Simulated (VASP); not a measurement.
# NaCl (P4mm) in VASP: notebook

The runs below take NaCl through single point, with PBEsol, LDA.

Program: VASP 6.6.1. These are calculated values, not measurements. Logs are shortened: lines on timing, memory, paths and dates and some standing lists are left out, and cuts for length are marked.

## 1. The cell of the first run

Symmetry: P4mm, No. 99, tetragonal system. Conventional cell: a = 3.601 Å, b = 3.601 Å, c = 3.548 Å, α = 90.00°, β = 90.00°, γ = 90.00°. Around Na (site symmetry 4mm) lie 8 Cl at 2.99 to 3.22 Å. Around Cl (site symmetry 4mm) lie 8 Na at 2.99 to 3.22 Å.

Measurements of this composition are mostly on another form, of space group No. 225.

## 2. Single point, PBEsol (strained and moved within a subgroup)

INCAR reads:

```
ALGO = Normal
EDIFF = 1E-6
ENCUT = 520
GGA = PS
ISIF = 2
ISMEAR = 0
LASPH = True
LCHARG = False
LREAL = False
LWAVE = False
NBANDS = 14
NELM = 100
PREC = Accurate
SIGMA = 0.02
```

KPOINTS reads:

```
k-points
0
Gamma
  6 6 6
```

POSCAR reads:

```
NaCl
1.0
    3.6009517580      0.0000000000      0.0000000000
    0.0000000000      3.6009517580      0.0000000000
    0.0000000000      0.0000000000      3.5484189080
Na Cl
1 1
Direct
    0.0000000000      0.0000000000      0.0285535622
    0.5000000000      0.5000000000      0.4714464378
```

Potentials or basis: VASP PAW PBE potentials, release 64 (Na_pv, Cl).

Started as:

```console
cat potpaw_PBE.64/Na_pv/POTCAR potpaw_PBE.64/Cl/POTCAR > POTCAR
mpirun -np 1 vasp_std > vasp.out
```

OUTCAR:

```text
EDIFF = 1E-6
   ENCUT = 520
   GGA = PS
   ISIF = 2
   ISMEAR = 0
   LASPH = True
   LREAL = False
   NELM = 100
   PREC = Accurate

 ion  position               nearest neighbor table
   1  0.000  0.000  0.029-
   2  0.500  0.500  0.471-

  LATTYP: Found a simple tetragonal cell.
 ALAT       =     3.6009517580
 C/A-ratio  =     0.9854113986

  Lattice vectors:

 A1 = (   3.6009517580,   0.0000000000,   0.0000000000)
 A2 = (   0.0000000000,   3.6009517580,   0.0000000000)
 A3 = (   0.0000000000,   0.0000000000,   3.5484189080)

Analysis of symmetry for initial positions (statically):
=====================================================================
 Subroutine PRICEL returns:
 Original cell was already a primitive cell.

 Routine SETGRP: Setting up the symmetry group for a
 simple tetragonal supercell.

 Subroutine GETGRP returns: Found  8 space group operations
 (whereof  8 operations were pure point group operations)
 out of a pool of 16 trial point group operations.

The static configuration has the point symmetry C_4v.

Analysis of symmetry for dynamics (positions and initial velocities):
=====================================================================
 Subroutine PRICEL returns:
 Original cell was already a primitive cell.

 Routine SETGRP: Setting up the symmetry group for a
 simple tetragonal supercell.

 Subroutine GETGRP returns: Found  8 space group operations
 (whereof  8 operations were pure point group operations)
 out of a pool of 16 trial point group operations.

The dynamic configuration has the point symmetry C_4v.

 Subroutine INISYM returns: Found  8 space group operations
 (whereof  8 operations are pure point group operations),
 and found     1 'primitive' translations

----------------------------------------------------------------------------------------

                                     Primitive cell

  volume of cell :      46.0118

  direct lattice vectors                    reciprocal lattice vectors
     3.600951758  0.000000000  0.000000000     0.277704359  0.000000000  0.000000000
     0.000000000  3.600951758  0.000000000     0.000000000  0.277704359  0.000000000
     0.000000000  0.000000000  3.548418908     0.000000000  0.000000000  0.281815655

  length of vectors
     3.600951758  3.600951758  3.548418908     0.277704359  0.277704359  0.281815655

  position of ions in fractional coordinates (direct lattice)
     0.000000000  0.000000000  0.028553562
     0.500000000  0.500000000  0.471446438

  ion indices of the primitive-cell ions
   primitive index   ion index
                 1           1
                 2           2

----------------------------------------------------------------------------------------

 KPOINTS: k-points

Automatic generation of k-mesh.
 Grid dimensions read from file:
 generate k-points for:    6    6    6

 Generating k-lattice:

  Cartesian coordinates                     Fractional coordinates (reciprocal lattice)
     0.046284060  0.000000000  0.000000000     0.166666667  0.000000000  0.000000000
     0.000000000  0.046284060  0.000000000     0.000000000  0.166666667  0.000000000
     0.000000000  0.000000000  0.046969276     0.000000000  0.000000000  0.166666667

  Length of vectors
     0.046284060  0.046284060  0.046969276

  Shift w.r.t. Gamma in fractional coordinates (k-lattice)
     0.000000000  0.000000000  0.000000000

 Subroutine IBZKPT returns following result:
 ===========================================

 Found     40 irreducible k-points:

 Following reciprocal coordinates:
            Coordinates               Weight
  0.000000  0.000000  0.000000      1.000000
  0.166667  0.000000  0.000000      4.000000
  0.333333  0.000000  0.000000      4.000000
  0.500000  0.000000  0.000000      2.000000
  0.166667  0.166667  0.000000      4.000000
  0.333333  0.166667  0.000000      8.000000
[... 16 lines left out ...]
  0.333333  0.000000  0.333333      8.000000
  0.500000  0.000000  0.333333      4.000000
 [... further k-points ...]
   k-points           NKPTS =     40   k-points in BZ     NKDIM =     40   number of bands    NBANDS=     14
   number of dos      NEDOS =    301   number of ions     NIONS =      2
   total plane-waves  NPLWV =  21952
   dimension x,y,z NGX =    28 NGY =   28 NGZ =   28
   dimension x,y,z NGXF=    56 NGYF=   56 NGZF=   56
   ions per type =               1   1
   NGX,Y,Z   is equivalent  to a cutoff of  12.93, 12.93, 13.12 a.u.
   NGXF,Y,Z  is equivalent  to a cutoff of  25.85, 25.85, 26.24 a.u.
 SYSTEM =  unknown system
   PREC   = accura    normal or accurate (medium, high low for compatibility)
   ISTART =      0    job   : 0-new  1-cont  2-samecut
   ICHARG =      2    charge: 1-file 2-atom 10-const
   ISPIN  =      1    spin polarized calculation?
   LNONCOLLINEAR =      F non collinear calculations
   LSORBIT =      F    spin-orbit coupling
   LASPH  =      T    aspherical Exc in radial PAW
   ENCUT  =  520.0 eV  38.22 Ry    6.18 a.u.   6.70  6.70  6.60*2*pi/ulx,y,z
   NELM   =    100;   NELMIN=  2; NELMDL= -5     # of ELM steps
   EDIFF  = 0.1E-05   stopping-criterion for ELM
   LREAL  =      F    real-space projection
   EDIFFG = 0.1E-04   stopping-criterion for IOM
   NSW    =      0    number of steps for IOM
   IBRION =     -1    ionic relax: 0-MD 1-quasi-New 2-CG
   NFREE  =      0    steps in history (QN), initial steepest desc. (CG)
   ISIF   =      2    stress and relaxation
   ISYM   =      2    0-nonsym 1-usesym 2-fastsym
   POTIM  = 0.5000    time-step for ionic-motion
   TEBEG  =    0.0;   TEEND  =   0.0 temperature during run
   PSTRESS=    0.0 pullay stress
   NELECT =      14.0000    total number of electrons
   NUPDOWN=      -1.0000    fix difference up-down
   EMIN   =  10.00;   EMAX   =-10.00  energy-range for DOS
   EFERMI =   0.00;   METHOD = LEGACY
   ISMEAR =     0;   SIGMA  =   0.02  broadening in eV -4-tet -1-fermi 0-gaus
   EFERMI_NEDOS =   21; number of points for ismear=-14 and -15
   IALGO  =     38    algorithm
   IMIX   =      4    mixing-type and parameters
     AMIX     =   0.40;   BMIX     =  1.00
     AMIX_MAG =   1.60;   BMIX_MAG =  1.00
  volume/ion in A,a.u.               =      23.01       155.25
  Fermi-wavevector in a.u.,A,eV,Ry     =   1.101102  2.080782 16.496062  1.212426
  Thomas-Fermi vector in A             =   2.237524
   LORBIT       =      0    0 simple, 1 ext, 2 COOP (PROOUT), +10 PAW based schemes
   GGA     = PS    functional components
   LHFCALC =     F    Hartree Fock is set to
   AEXX    =    0.0000 exact exchange contribution
   IVDW    =     0    specifies the selected vdW correction
   LEPSILON=     F    determine dielectric tensor
   LRPA    =     F    only Hartree local field effects (RPA)
 non-spin polarized calculation
 Gauss-broadening in eV      SIGMA  =   0.02
  energy-cutoff  :      520.00
  volume of cell :       46.01
 maximum number of plane-waves:      1256
 NGX is ok and might be reduce to    28
   NGX = 13   NGY = 13   NGZ = 13

 number of electron      14.0000012 magnetization

 Free energy of the ion-electron system (eV)
  ---------------------------------------------------
  ext. energy  EPLUGINS =         0.00000000
  ---------------------------------------------------
  free energy    TOTEN  =        -6.68368572 eV

  energy without entropy =       -6.68368572  energy(sigma->0) =       -6.68368572

 E-fermi :   0.1378     XC(G=0):  -8.2765

 val. band max:       -0.0297101564   @ k =   0.5000   0.5000   0.0000
 cond. band min:       3.5596256889   @ k =   0.0000   0.0000   0.0000
 fundamental gap:      3.5893358453
 Fermi energy:         0.1377690982

 k-point     1 :       0.0000    0.0000    0.0000
  band No.  band energies     occupation
      1     -22.0338      2.00000
      2     -22.0262      2.00000
      3     -22.0262      2.00000
      4     -13.2345      2.00000
      5      -0.5786      2.00000
      6      -0.5786      2.00000
      7      -0.4526      2.00000
      8       3.5596      0.00000
      9       8.3081      0.00000
     10       8.4981      0.00000
     11      14.8077      0.00000
     12      14.8077      0.00000
     13      14.9944      0.00000
     14      15.4030      0.00000

 k-point     2 :       0.1667    0.0000    0.0000
  band No.  band energies     occupation
      1     -22.0343      2.00000
      2     -22.0329      2.00000
      3     -22.0255      2.00000
      4     -13.1647      2.00000
      5      -1.2970      2.00000
      6      -0.5284      2.00000
      7      -0.4021      2.00000
      8       4.2632      0.00000
      9       8.6817      0.00000
     10       8.8132      0.00000
     11      13.2774      0.00000
     12      13.5095      0.00000
     13      14.3430      0.00000
     14      15.8899      0.00000

 k-point     3 :       0.3333    0.0000    0.0000
  band No.  band energies     occupation
      1     -22.0497      2.00000
      2     -22.0317      2.00000
      3     -22.0241      2.00000
      4     -13.0183      2.00000
      5      -2.3586      2.00000
      6      -0.4240      2.00000
      7      -0.2971      2.00000
      8       5.5320      0.00000
      9       8.6850      0.00000
     10       9.5376      0.00000
     11      11.9029      0.00000
     12      12.1829      0.00000
     13      13.9616      0.00000
     14      15.1600      0.00000

 k-point     4 :       0.5000    0.0000    0.0000
  band No.  band energies     occupation
      1     -22.0574      2.00000
      2     -22.0310      2.00000
      3     -22.0234      2.00000
      4     -12.9413      2.00000
      5      -2.7968      2.00000
      6      -0.3697      2.00000
      7      -0.2426      2.00000
      8       6.4837      0.00000
      9       7.9069      0.00000
     10      10.2885      0.00000
     11      11.3965      0.00000
     12      11.6287      0.00000
     13      12.6776      0.00000
     14      16.5783      0.00000

 k-point     5 :       0.1667    0.1667    0.0000
  band No.  band energies     occupation
      1     -22.0341      2.00000
      2     -22.0324      2.00000
      3     -22.0322      2.00000
      4     -13.0988      2.00000
      5      -1.3380      2.00000
      6      -1.0654      2.00000
      7      -0.3513      2.00000
      8       4.8917      0.00000
      9       8.9255      0.00000
     10       9.1090      0.00000
     11      11.8710      0.00000
[... 276 lines left out ...]
 k-point    22 :       0.1667    0.0000    0.3333
  band No.  band energies     occupation
      1     -22.0585      2.00000
      2     -22.0310      2.00000
      3     -22.0232      2.00000
      4     -12.9423      2.00000
      5      -2.2019      2.00000
      6      -0.9802      2.00000
      7      -0.3539      2.00000
      8       5.9956      0.00000
      9       8.4559      0.00000
     10       9.7460      0.00000
     11      11.4105      0.00000
     12      12.1333      0.00000
     13      14.2139      0.00000
     14      14.9307      0.00000

 k-point    23 :       0.3333    0.0000    0.3333
  band No.  band energies     occupation
      1     -22.0558      2.00000
      2     -22.0452      2.00000
      3     -22.0219      2.00000
      4     -12.8216      2.00000
      5      -2.0250      2.00000
      6      -1.8167      2.00000
      7      -0.2451      2.00000
      8       6.2656      0.00000
      9       8.0558      0.00000
     10      10.2010      0.00000
     11      11.4869      0.00000
     12      12.3389      0.00000
     13      12.8265      0.00000
     14      15.2810      0.00000

 k-point    24 :       0.5000    0.0000    0.3333
  band No.  band energies     occupation
      1     -22.0544      2.00000
      2     -22.0524      2.00000
      3     -22.0213      2.00000
      4     -12.7586      2.00000
      5      -2.3263      2.00000
      6      -1.7632      2.00000
      7      -0.1886      2.00000
      8       5.9805      0.00000
      9       8.4150      0.00000
     10      10.2640      0.00000
     11      11.1736      0.00000
     12      11.9895      0.00000
     13      12.8645      0.00000
     14      16.4866      0.00000

 [... further k-points ...]

------------------------ aborting loop because EDIFF is reached ----------------------------------------

  FORCE on cell =-STRESS in cart. coord.  units (eV):
  Direction    XX          YY          ZZ          XY          YZ          ZX
  --------------------------------------------------------------------------------------
  -------------------------------------------------------------------------------------
  Total       -0.7672649     -0.7672649     -0.4619898      0.0000000     -0.0000000      0.0000000
  in kB      -26.7169223    -26.7169223    -16.0869408      0.0000000     -0.0000000      0.0000000
  external PRESSURE =     -23.1735951 kB  Pullay stress =       0.0000000 kB

 VOLUME and BASIS-vectors are now :
 -----------------------------------------------------------------------------
  energy-cutoff  :      520.00
  volume of cell :       46.01
      direct lattice vectors                 reciprocal lattice vectors
     3.600951758  0.000000000  0.000000000     0.277704359  0.000000000  0.000000000
     0.000000000  3.600951758  0.000000000     0.000000000  0.277704359  0.000000000
     0.000000000  0.000000000  3.548418908     0.000000000  0.000000000  0.281815655

 POSITION                                       TOTAL-FORCE (eV/Angst)
 -----------------------------------------------------------------------------------
      0.00000      0.00000      0.10132         0.000000     -0.000000     -0.015188
      1.80048      1.80048      1.67289         0.000000      0.000000      0.015188
 -----------------------------------------------------------------------------------
    total drift:                               -0.000000      0.000000     -0.000439

  FREE ENERGIE OF THE ION-ELECTRON SYSTEM (eV)
  ---------------------------------------------------
  free  energy   TOTEN  =        -6.6836857223 eV

  energy  without entropy=       -6.6836857223  energy(sigma->0) =       -6.68368572
```

It took 13 s on 1 thread of Intel Xeon 6975P-C (Granite Rapids), shared host; peak memory 0.15 GiB.

Results:

```yaml
Free_energy: -6.6837 eV
Pressure: -2.3 GPa
Largest_force: 0.015 eV/Å
Band_gap_on_the_k_mesh: 3.59 eV, indirect (least direct gap 4.01 eV)
```

Forces on the atoms (eV/Å):
```
Na   0.000  0.000 -0.015
Cl   0.000  0.000  0.015
```

Levels at points of the mesh, in eV from the valence-band top:
| k point | band 4 | band 5 | band 6 | band 7 | band 8 | band 9 | band 10 | band 11 |
| --- | --- | --- | --- | --- | --- | --- | --- | --- |
| (0.00, 0.00, 0.00) | -13.20 | -0.55 | -0.55 | -0.42 | 3.59 | 8.34 | 8.53 | 14.84 |
| (0.50, 0.00, 0.00) | -12.91 | -2.77 | -0.34 | -0.21 | 6.51 | 7.94 | 10.32 | 11.43 |
| (0.50, 0.50, 0.00) | -12.69 | -2.15 | -2.15 | 0.00 | 5.34 | 9.65 | 10.40 | 10.40 |
| (0.00, 0.00, 0.50) | -12.89 | -2.75 | -0.32 | -0.32 | 6.48 | 8.05 | 10.26 | 11.49 |
| (0.50, 0.00, 0.50) | -12.66 | -2.14 | -2.11 | -0.10 | 5.40 | 9.48 | 10.38 | 10.44 |
| (0.50, 0.50, 0.50) | -12.44 | -1.75 | -1.73 | -1.73 | 6.93 | 6.93 | 6.93 | 11.04 |

Caveat: the PAW data sets were made with another functional, which shifts forces and pressure a little.

## 3. Single point, PBEsol (strained and moved within the space group)

INCAR reads:

```
PREC = Accurate ; ENCUT = 520
EDIFF = 1E-6 ; ISMEAR = 0
SIGMA = 0.02 ; LREAL = F
LASPH = T ; NELM = 100
ALGO = Normal ; ISIF = 2
LWAVE = F ; LCHARG = F
GGA = PS ; NBANDS = 14
```

KPOINTS reads:

```
Automatic mesh
0
Gamma
  6 6 6
```

POSCAR reads:

```
NaCl
1.0
    3.5481037109      0.0000000000      0.0000000000
    0.0000000000      3.5481037109      0.0000000000
    0.0000000000      0.0000000000      3.5481037109
Na Cl
1 1
Direct
    0.0000000000      0.0000000000      0.0000000000
    0.5000000000      0.5000000000      0.5000000000
```

Potentials or basis: VASP PAW PBE potentials, release 64 (Na_pv, Cl).

Started as:

```console
cat potpaw_PBE.64/Na_pv/POTCAR potpaw_PBE.64/Cl/POTCAR > POTCAR
mpirun -np 1 vasp_std > vasp.out
```

Run time: 9.3 s. Hardware: 1 thread of Intel Xeon 6975P-C (Granite Rapids), shared host; peak memory 0.15 GiB.

Results (log left out):

```
Free energy            : -6.7054 eV
Pressure               : -2.0 GPa
Band gap on the k mesh : 3.72 eV, indirect (least direct gap 4.19 eV)
```

Levels at points of the mesh, in eV from the valence-band top:
| k point | band 5 | band 6 | band 7 | band 8 | band 9 | band 10 |
| --- | --- | --- | --- | --- | --- | --- |
| (0.00, 0.00, 0.00) | -0.47 | -0.47 | -0.47 | 3.72 | 8.45 | 8.45 |
| (0.50, 0.00, 0.00) | -2.83 | -0.24 | -0.24 | 6.62 | 8.23 | 10.39 |
| (0.50, 0.50, 0.00) | -2.17 | -2.17 | 0.00 | 5.43 | 9.64 | 10.62 |
| (0.50, 0.50, 0.50) | -1.76 | -1.76 | -1.76 | 6.97 | 6.97 | 6.97 |

Caveat: the PAW data sets were made with another functional, which shifts forces and pressure a little. A k mesh can miss the band edges.

## 4. Single point, LDA (functional LDA, strained and moved within the space group)

INCAR reads:

```
  PREC = Accurate
  ENCUT = 520
  EDIFF = 1E-6
  ISMEAR = 0
  SIGMA = 0.02
  LREAL = False
  LASPH = True
  NELM = 100
  ALGO = Normal
  ISIF = 2
  LWAVE = False
  LCHARG = False
  NBANDS = 14
```

KPOINTS is that of step 3.

POSCAR reads:

```
NaCl
1.0
    3.3830454962      0.0000000000      0.0000000000
    0.0000000000      3.3830454962      0.0000000000
    0.0000000000      0.0000000000      3.3830454962
Na Cl
1 1
Direct
    0.0000000000      0.0000000000      0.0000000000
    0.5000000000      0.5000000000      0.5000000000
```

Potentials or basis: VASP PAW LDA potentials, release 64 (Na_pv, Cl).

Started as:

```console
cat potpaw_LDA.64/Na_pv/POTCAR potpaw_LDA.64/Cl/POTCAR > POTCAR
mpirun -np 1 vasp_std > vasp.out
```

It took 7.1 s on 1 thread of Intel Xeon 6975P-C (Granite Rapids), shared host; peak memory 0.12 GiB.

It converged, with:

```
Free energy            : -7.1214 eV
Pressure               : -0.4 GPa
Band gap on the k mesh : 3.97 eV, indirect (least direct gap 4.57 eV)
```

Levels at points of the mesh, in eV from the valence-band top:
| k point | band 3 | band 4 | band 5 | band 6 | band 7 | band 8 | band 9 | band 10 | band 11 | band 12 |
| --- | --- | --- | --- | --- | --- | --- | --- | --- | --- | --- |
| (0.00, 0.00, 0.00) | -21.94 | -13.71 | -0.60 | -0.60 | -0.60 | 3.97 | 8.14 | 8.14 | 16.19 | 16.19 |
| (0.50, 0.00, 0.00) | -21.93 | -13.22 | -3.55 | -0.32 | -0.32 | 6.88 | 8.96 | 10.25 | 11.85 | 11.85 |
| (0.50, 0.50, 0.00) | -21.93 | -12.87 | -2.73 | -2.73 | 0.00 | 5.15 | 9.81 | 11.33 | 11.33 | 12.54 |
| (0.50, 0.50, 0.50) | -21.98 | -12.50 | -2.24 | -2.24 | -2.24 | 6.76 | 6.76 | 6.76 | 12.09 | 16.52 |

A k mesh can miss the band edges.

## 5. The runs side by side

```tsv
level	potentials or basis	cell	gap on the mesh (eV)	pressure (GPa)
PBEsol	VASP PAW PBE potentials, release 64 (Na_pv, Cl)	strained and moved within a subgroup	3.59	-2.3
PBEsol	VASP PAW PBE potentials, release 64 (Na_pv, Cl)	strained and moved within the space group	3.72	-2.0
LDA	VASP PAW LDA potentials, release 64 (Na_pv, Cl)	functional LDA, strained and moved within the space group	3.97	-0.4
```

Alike in all rows: task single point; no spin polarisation; k mesh 6 × 6 × 6; cutoff (eV) 520; smearing gaussian 0.02 eV.

Caveats: the PAW data sets were made with another functional, which shifts forces and pressure a little (some runs).

Total energies depend on the potentials used, so only differences within one code and one set of settings carry meaning.
